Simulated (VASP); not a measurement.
Set up this calculation in VASP 6.6.1, as the native input.

* Task: single point
* Functional: PBE
* Potentials or basis: VASP PAW PBE potentials, release 64 (Zr_sv, S)
* Cutoff: 520 eV
* k mesh: 4 × 4 × 4
* Occupations: gaussian, width 0.1 eV
* Spin: no spin polarisation
* Dipole correction: no
* Further INCAR settings: ALGO = Fast; EDIFF = 1e-07; NBANDS = 59

The structure of Zr3S2 lies in POSCAR:

```
Zr3S2
1.0
    4.2224981405     -3.4021736625      0.0000000000
    4.2224981405      3.4021736625      0.0000000000
    0.0000000000      0.0000000000      6.9816503972
Zr S
6 4
Direct
    0.4167171347      0.1845873158      0.0371755744
    0.5832828653      0.8154126842      0.5371755744
    0.8154126842      0.5832828653      0.0371755744
    0.1845873158      0.4167171347      0.5371755744
    0.2484809051      0.7515190949      0.1976325931
    0.7515190949      0.2484809051      0.6976325931
    0.3921534708      0.6078465292      0.8295686449
    0.6078465292      0.3921534708      0.3295686449
    0.9331590345      0.0668409655      0.0077476132
    0.0668409655      0.9331590345      0.5077476132
```

The cell was built by a generator and needn't be a form met in nature.

The input as run:

INCAR

```
PREC = Accurate
ENCUT = 520
EDIFF = 1E-7
ISMEAR = 0
SIGMA = 0.1
LREAL = False
LASPH = True
NELM = 100
ALGO = Fast
ISIF = 2
LWAVE = False
LCHARG = False
GGA = PE
NBANDS = 59
```

KPOINTS

```
regular mesh
0
Gamma
  4 4 4
```

Potentials or basis: VASP PAW PBE potentials, release 64 (Zr_sv, S).

Run with:

```bash
$ cat potpaw_PBE.64/Zr_sv/POTCAR potpaw_PBE.64/S/POTCAR > POTCAR
$ mpirun -np 1 vasp_std > vasp.out
```

It gave:

```
Pressure               : -0.1 GPa
Largest force          : 0.040 eV/Å
Band gap on the k mesh : none (metal or under the smearing width)
```

Run time: 11 min on 1 thread of Intel(R) Xeon(R) Platinum 8559C (Emerald Rapids) (shared host), peak memory 0.38 GiB.
